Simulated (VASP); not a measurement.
## HfS2: relaxation of cell and atoms with r2SCAN

Crystal: HfS2.

```xyz
3
Lattice="3.6397 0.0000 0.0000 -1.8198 3.1520 0.0000 0.0000 0.0000 6.0556" Properties=species:S:1:pos:R:3 pbc="T T T"
Hf    0.0000    0.0000    0.0000
S     1.8198    1.0507    4.6262
S     0.0000    2.1014    1.4294
```

The cell is a database's computed one.

- Program: VASP 6.6.1
- Task: relaxation of cell and atoms
- Functional: r2SCAN
- Potentials or basis: VASP PAW PBE potentials, release 64 (Hf_pv, S)
- Cutoff: 600 eV
- k mesh: 9 × 9 × 5
- Occupations: gaussian, width 0.03 eV
- Spin: no spin polarisation
- Further INCAR settings: ALGO = Normal; EDIFF = 1e-06; IBRION = 2; EDIFFG = -0.01; NSW = 90; ISIF = 3

```
Relaxed volume                         : 23.38 Å³/atom
Relaxed cell                           : a = 3.639 Å, b = 3.639 Å, c = 6.117 Å, α = 90.00°, β = 90.00°, γ = 120.00°
Space group after relaxing (to 0.05 Å) : P-3m1 (No. 164)
Energy gained by relaxing              : 0.2 meV/atom
Ionic steps                            : 10
Pressure after relaxing                : 0.0 GPa
Band gap on the k mesh                 : 1.60 eV, indirect (least direct gap 2.35 eV)
```

Step by step:
| step | energy change (eV) | largest force (eV/Å) | pressure (GPa) | volume (Å³) |
| --- | --- | --- | --- | --- |
| 1 | 0.0000 | 0.0154 | 0.00 | 69.47 |
| 2 | -0.0001 | 0.0118 | 0.06 | 69.47 |
| 3 | -0.0001 | 0.0051 | 0.17 | 69.47 |
| 4 | -0.0001 | 0.0087 | 0.16 | 69.50 |
| 5 | -0.0002 | 0.0198 | 0.08 | 69.59 |
| 6 | -0.0002 | 0.0423 | -0.04 | 69.77 |
| 7 | -0.0002 | 0.0352 | -0.01 | 69.71 |
| 8 | -0.0003 | 0.0328 | 0.00 | 69.75 |
| 9 | -0.0004 | 0.0217 | 0.00 | 69.88 |
| 10 | -0.0005 | 0.0016 | -0.01 | 70.14 |

Final structure:
```cif
data_structure
_symmetry_space_group_name_H-M 'P 1'
_symmetry_Int_Tables_number 1
_cell_length_a 3.6386
_cell_length_b 3.6386
_cell_length_c 6.1170
_cell_angle_alpha 90.000
_cell_angle_beta 90.000
_cell_angle_gamma 120.000
_cell_volume 70.14
loop_
_atom_site_label
_atom_site_type_symbol
_atom_site_fract_x
_atom_site_fract_y
_atom_site_fract_z
_atom_site_occupancy
Hf1 Hf 0.00000 0.00000 0.00000 1
S1 S 0.66667 0.33333 0.76628 1
S2 S 0.33333 0.66667 0.23372 1
```

Levels at points of the mesh, in eV from the valence-band top:
```tsv
k point	band 7	band 8	band 9	band 10	band 11	band 12	band 13	band 14	band 15
(0.00, 0.00, 0.00)	-2.81	-2.81	-0.08	-0.02	-0.02	2.41	2.41	3.15	6.01
```

Wall time 12 min on 2 MPI ranks on Intel(R) Xeon(R) Platinum 8259CL CPU @ 2.50GHz (Skylake/Cascade Lake) (shared host), peak memory 0.27 GiB a rank.

Caveat: the PAW data sets were made with another functional, which shifts forces and pressure a little; spin-orbit coupling is left out, which moves the levels of the heavy elements; an odd mesh through Γ misses points on the zone boundary, where band edges often lie.
